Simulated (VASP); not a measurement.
# Mo (P6_3/mmc) in VASP: single point with HSE06

Aim: the single point of Mo with HSE06.

All numbers are computed with VASP 6.6.1; they aren't measurements. Logs are shortened: lines on timing, memory, paths and dates and some standing lists are left out, and cuts for length are marked.

## 1. The structure

Symmetry: P6_3/mmc, No. 194, hexagonal system. Conventional cell: a = 2.732 Å, b = 2.732 Å, c = 4.841 Å, α = 90.00°, β = 90.00°, γ = 120.00°. Around Mo (site symmetry -6m2) lie 12 Mo at 2.73 to 2.89 Å.

This isn't the form of Mo at room conditions, which is bcc.

## 2. Single point, HSE06

Input file POSCAR:

```
Mo
1.0
    2.7318100000      0.0000000000      0.0000000000
   -1.3659000000      2.3658100000      0.0000000000
    0.0000000000      0.0000000000      4.8407500000
Mo
2
Direct
    0.3333300000      0.6666700000      0.2500000000
    0.6666700000      0.3333300000      0.7500000000
```

Input file INCAR.step1:

```
  PREC = Accurate
  ENCUT = 520
  EDIFF = 1E-5
  ISMEAR = 0
  SIGMA = 0.1
  LREAL = F
  LASPH = T
  NELM = 100
  ALGO = Normal
  ISIF = 2
  LWAVE = T
  GGA = PE
```

Input file INCAR.step2:

```
  PREC = Accurate
  ENCUT = 520
  EDIFF = 1E-6
  ISMEAR = 0
  SIGMA = 0.1
  LREAL = F
  LASPH = T
  NELM = 100
  ALGO = Normal
  ISIF = 2
  LWAVE = F
  LCHARG = T
  GGA = PE
  LHFCALC = T
  HFSCREEN = 0.2
  PRECFOCK = Fast
  LELF = T
  LVHAR = T
  ISTART = 1
```

Input file KPOINTS:

```
Automatic mesh
0
Gamma
  9 9 4
```

Potentials or basis: VASP PAW PBE potentials, release 64 (Mo_sv).

On the command line:

```bash
$ cat potpaw_PBE.64/Mo_sv/POTCAR > POTCAR
$ cp INCAR.step1 INCAR
$ mpirun -np 1 vasp_std > vasp.out
$ cp INCAR.step2 INCAR
$ mpirun -np 1 vasp_std > vasp.out
```

OUTCAR:

```text
PREC = Accurate
   ENCUT = 520
   EDIFF = 1E-6
   ISMEAR = 0
   LREAL = F
   LASPH = T
   NELM = 100
   ISIF = 2
   GGA = PE
   LHFCALC = T
   HFSCREEN = 0.2
   PRECFOCK = Fast
   ISTART = 1

 ion  position               nearest neighbor table
   1  0.333  0.667  0.250-   2 2.89   2 2.89   2 2.89   2 2.89   2 2.89   2 2.89
   2  0.667  0.333  0.750-   1 2.89   1 2.89   1 2.89   1 2.89   1 2.89   1 2.89

  LATTYP: Found a hexagonal cell.
 ALAT       =     2.7318100000
 C/A-ratio  =     1.7719936599

  Lattice vectors:

 A1 = (   2.7318100000,   0.0000000000,   0.0000000000)
 A2 = (  -1.3659000000,   2.3658100000,   0.0000000000)
 A3 = (   0.0000000000,   0.0000000000,   4.8407500000)

Analysis of symmetry for initial positions (statically):
=====================================================================
 Subroutine PRICEL returns:
 Original cell was already a primitive cell.

 Routine SETGRP: Setting up the symmetry group for a
 hexagonal supercell.

 Subroutine GETGRP returns: Found  8 space group operations
 (whereof  4 operations were pure point group operations)
 out of a pool of 24 trial point group operations.

The static configuration has the point symmetry C_2h.
 The point group associated with its full space group is D_2h.

Analysis of symmetry for dynamics (positions and initial velocities):
=====================================================================
 Subroutine PRICEL returns:
 Original cell was already a primitive cell.

 Routine SETGRP: Setting up the symmetry group for a
 hexagonal supercell.

 Subroutine GETGRP returns: Found  8 space group operations
 (whereof  4 operations were pure point group operations)
 out of a pool of 24 trial point group operations.

The dynamic configuration has the point symmetry C_2h.
 The point group associated with its full space group is D_2h.

 Subroutine INISYM returns: Found  8 space group operations
 (whereof  4 operations are pure point group operations),
 and found     1 'primitive' translations

----------------------------------------------------------------------------------------

                                     Primitive cell

  volume of cell :      31.2855

  direct lattice vectors                    reciprocal lattice vectors
     2.731810000  0.000000000  0.000000000     0.366057669  0.211343333  0.000000000
    -1.365900000  2.365810000  0.000000000     0.000000000  0.422688212  0.000000000
     0.000000000  0.000000000  4.840750000     0.000000000  0.000000000  0.206579559

  length of vectors
     2.731810000  2.731801561  4.840750000     0.422686907  0.422688212  0.206579559

  position of ions in fractional coordinates (direct lattice)
     0.333330000  0.666670000  0.250000000
     0.666670000  0.333330000  0.750000000

  ion indices of the primitive-cell ions
   primitive index   ion index
                 1           1
                 2           2

----------------------------------------------------------------------------------------

 KPOINTS: Automatic mesh

Automatic generation of k-mesh.
 Grid dimensions read from file:
 generate k-points for:    9    9    4

 Generating k-lattice:

  Cartesian coordinates                     Fractional coordinates (reciprocal lattice)
     0.040673074  0.023482593  0.000000000     0.111111111  0.000000000  0.000000000
     0.000000000  0.046965357  0.000000000     0.000000000  0.111111111  0.000000000
     0.000000000  0.000000000  0.051644890     0.000000000  0.000000000  0.250000000

  Length of vectors
     0.046965212  0.046965357  0.051644890

  Shift w.r.t. Gamma in fractional coordinates (k-lattice)
     0.000000000  0.000000000  0.000000000

 Subroutine IBZKPT returns following result:
 ===========================================

 Found     75 irreducible k-points:

 Following reciprocal coordinates:
            Coordinates               Weight
  0.000000  0.000000  0.000000      1.000000
  0.111111 -0.000000  0.000000      4.000000
 -0.111111  0.111111  0.000000      2.000000
  0.222222 -0.000000  0.000000      4.000000
 -0.222222  0.222222  0.000000      2.000000
  0.333333  0.000000  0.000000      4.000000
[... 16 lines left out ...]
 -0.222222 -0.444444  0.000000      4.000000
  0.444444  0.333333  0.000000      4.000000
 [... further k-points ...]
   k-points           NKPTS =     75   k-points in BZ     NKDIM =    324   number of bands    NBANDS=     18
   number of dos      NEDOS =    301   number of ions     NIONS =      2
   total plane-waves  NPLWV =  14400
   dimension x,y,z NGX =    20 NGY =   20 NGZ =   36
   dimension x,y,z NGXF=    40 NGYF=   40 NGZF=   72
   ions per type =               2
   NGX,Y,Z   is equivalent  to a cutoff of  12.17, 12.17, 12.36 a.u.
   NGXF,Y,Z  is equivalent  to a cutoff of  24.34, 24.34, 24.73 a.u.
 SYSTEM =  unknown system
   PREC   = accura    normal or accurate (medium, high low for compatibility)
   ISTART =      1    job   : 0-new  1-cont  2-samecut
   ICHARG =      0    charge: 1-file 2-atom 10-const
   ISPIN  =      1    spin polarized calculation?
   LNONCOLLINEAR =      F non collinear calculations
   LSORBIT =      F    spin-orbit coupling
   LASPH  =      T    aspherical Exc in radial PAW
   ENCUT  =  520.0 eV  38.22 Ry    6.18 a.u.   5.08  5.08  9.00*2*pi/ulx,y,z
   NELM   =    100;   NELMIN=  2; NELMDL=  0     # of ELM steps
   EDIFF  = 0.1E-05   stopping-criterion for ELM
   LREAL  =      F    real-space projection
   EDIFFG = 0.1E-04   stopping-criterion for IOM
   NSW    =      0    number of steps for IOM
   IBRION =     -1    ionic relax: 0-MD 1-quasi-New 2-CG
   NFREE  =      0    steps in history (QN), initial steepest desc. (CG)
   ISIF   =      2    stress and relaxation
   ISYM   =      3    0-nonsym 1-usesym 2-fastsym
   POTIM  = 0.5000    time-step for ionic-motion
   TEBEG  =    0.0;   TEEND  =   0.0 temperature during run
   PSTRESS=    0.0 pullay stress
   NELECT =      28.0000    total number of electrons
   NUPDOWN=      -1.0000    fix difference up-down
   EMIN   =  10.00;   EMAX   =-10.00  energy-range for DOS
   EFERMI =   0.00;   METHOD = LEGACY
   ISMEAR =     0;   SIGMA  =   0.10  broadening in eV -4-tet -1-fermi 0-gaus
   EFERMI_NEDOS =   21; number of points for ismear=-14 and -15
   IALGO  =     38    algorithm
   IMIX   =      1    mixing-type and parameters
     AMIX     =   0.40;   BMIX     =  1.00
     AMIX_MAG =   1.60;   BMIX_MAG =  1.00
  volume/ion in A,a.u.               =      15.64       105.56
  Fermi-wavevector in a.u.,A,eV,Ry     =   1.577659  2.981343 33.865014  2.489008
  Thomas-Fermi vector in A             =   2.678308
   LORBIT       =      0    0 simple, 1 ext, 2 COOP (PROOUT), +10 PAW based schemes
   GGA     = PE    functional components
   LHFCALC =     T    Hartree Fock is set to
   PRECFOCK=fast      Normal, Fast or Accurate (Low or Medium for compatibility)
   ENCUT4O =  -1.0   cutoff for four orbital integrals eV
   NKREDX  =     1    reduce k-point grid by
   NKREDY  =     1    reduce k-point grid by
   NKREDZ  =     1    reduce k-point grid by
   AEXX    =    0.2500 exact exchange contribution
   HFSCREEN=    0.2000 screening length (either q_TF or 0.3 A-1)
   HFSCREENC=   0.2000 screening length for correlation (either q_TF or 0.3 A-1)
   ENCUTFOCK=  -1.0 apply spherical cutoff to Coloumb kernel
   IVDW    =     0    specifies the selected vdW correction
   LEPSILON=     F    determine dielectric tensor
   LRPA    =     F    only Hartree local field effects (RPA)
 non-spin polarized calculation
 Gauss-broadening in eV      SIGMA  =   0.10
  energy-cutoff  :      520.00
  volume of cell :       31.29
 maximum number of plane-waves:       860
  NGX = 12; NGY = 12; NGZ = 24

 number of electron      27.9999998 magnetization

 Free energy of the ion-electron system (eV)
  ---------------------------------------------------
  ext. energy  EPLUGINS =         0.00000000
  ---------------------------------------------------
  free energy    TOTEN  =       -24.67630462 eV

  energy without entropy =      -24.67102071  energy(sigma->0) =      -24.67366267

 E-fermi :  12.2703     XC(G=0): -10.8834

 val. band max:       12.2346914479   @ k =  -0.1111   0.1111   0.2500
 cond. band min:      12.3441413814   @ k =  -0.2222   0.2222   0.0000
 fundamental gap:      0.1094499335
 Fermi energy:        12.2702915609

 k-point     1 :       0.0000    0.0000    0.0000
  band No.  band energies     occupation
      1     -52.8777      2.00000
      2     -52.6754      2.00000
      3     -26.1646      2.00000
      4     -24.8204      2.00000
      5     -24.6220      2.00000
      6     -24.6220      2.00000
[... 10 lines left out ...]
     17      14.3097      0.00000
     18      14.3099      0.00000

 k-point     2 :       0.1111   -0.0000    0.0000
  band No.  band energies     occupation
      1     -52.8435      2.00000
      2     -52.6517      2.00000
      3     -26.0995      2.00000
      4     -24.8276      2.00000
      5     -24.8154      2.00000
      6     -24.6965      2.00000
[... 10 lines left out ...]
     17      13.6570      0.00000
     18      13.9181      0.00000

 k-point     3 :      -0.1111    0.1111    0.0000
  band No.  band energies     occupation
      1     -52.8435      2.00000
      2     -52.6517      2.00000
      3     -26.0995      2.00000
      4     -24.8276      2.00000
      5     -24.8154      2.00000
      6     -24.6965      2.00000
[... 10 lines left out ...]
     17      13.6572      0.00000
     18      13.9180      0.00000

 k-point     4 :       0.2222   -0.0000    0.0000
  band No.  band energies     occupation
      1     -52.7546      2.00000
      2     -52.5929      2.00000
      3     -25.9232      2.00000
      4     -25.2963      2.00000
      5     -25.1626      2.00000
      6     -24.8563      2.00000
[... 375 lines left out ...]
      4     -25.8065      2.00000
      5     -25.3886      2.00000
      6     -25.3737      2.00000
[... 10 lines left out ...]
     17      15.7409      0.00000
     18      16.3521      0.00000

 k-point    23 :      -0.2222   -0.4444    0.0000
  band No.  band energies     occupation
      1     -52.5300      2.00000
      2     -52.4844      2.00000
      3     -25.9652      2.00000
      4     -25.8066      2.00000
      5     -25.3886      2.00000
      6     -25.3737      2.00000
[... 10 lines left out ...]
     17      15.7409      0.00000
     18      16.3522      0.00000

 k-point    24 :       0.4444    0.3333    0.0000
  band No.  band energies     occupation
      1     -52.5300      2.00000
      2     -52.4844      2.00000
      3     -25.9652      2.00000
      4     -25.8065      2.00000
      5     -25.3886      2.00000
      6     -25.3738      2.00000
[... 10 lines left out ...]
     17      15.7408      0.00000
     18      16.3522      0.00000

 [... further k-points ...]
[... 5 lines left out ...]
  --------------------------------------------------------------------------------------
  -------------------------------------------------------------------------------------
  Total       -0.3622431     -0.3642186      1.2627510     -0.0017134      0.0000000     -0.0000000
  in kB      -18.5510153    -18.6521825     64.6673837     -0.0877465      0.0000000     -0.0000000
  external PRESSURE =       9.1547287 kB  Pullay stress =       0.0000000 kB

 VOLUME and BASIS-vectors are now :
 -----------------------------------------------------------------------------
  energy-cutoff  :      520.00
  volume of cell :       31.29
      direct lattice vectors                 reciprocal lattice vectors
     2.731810000  0.000000000  0.000000000     0.366057669  0.211343333  0.000000000
    -1.365900000  2.365810000  0.000000000     0.000000000  0.422688212  0.000000000
     0.000000000  0.000000000  4.840750000     0.000000000  0.000000000  0.206579559

 POSITION                                       TOTAL-FORCE (eV/Angst)
 -----------------------------------------------------------------------------------
     -0.00001      1.57721      1.21019        -0.000007      0.000004      0.000000
      1.36592      0.78860      3.63056         0.000007     -0.000004      0.000000
 -----------------------------------------------------------------------------------
    total drift:                               -0.000000      0.000000     -0.000000

  FREE ENERGIE OF THE ION-ELECTRON SYSTEM (eV)
  ---------------------------------------------------
  free  energy   TOTEN  =       -24.6763046250 eV

  energy  without entropy=      -24.6710207120  energy(sigma->0) =      -24.67366267
```

It took 2.3 h on 1 thread of AMD EPYC 9R45 (Zen 5), shared host; peak memory 0.26 GiB.

Results:

| Quantity | Value |
| --- | --- |
| Free energy | -24.6763 eV |
| Pressure | 0.9 GPa |
| Band gap on the k mesh | none (metal or under the smearing width) |

Levels at points of the mesh, in eV from the Fermi level:
```tsv
k point	band 10	band 11	band 12	band 13	band 14	band 15	band 16	band 17	band 18
(0.00, 0.00, 0.00)	-5.89	-2.36	-0.96	-0.96	-0.33	-0.33	0.24	2.04	2.04
(0.00, 0.00, 0.50)	-6.22	-2.61	-2.61	-0.90	-0.90	-0.90	-0.90	3.47	3.47
```

Caveat: the PAW data sets were made with another functional, which shifts forces and pressure a little.
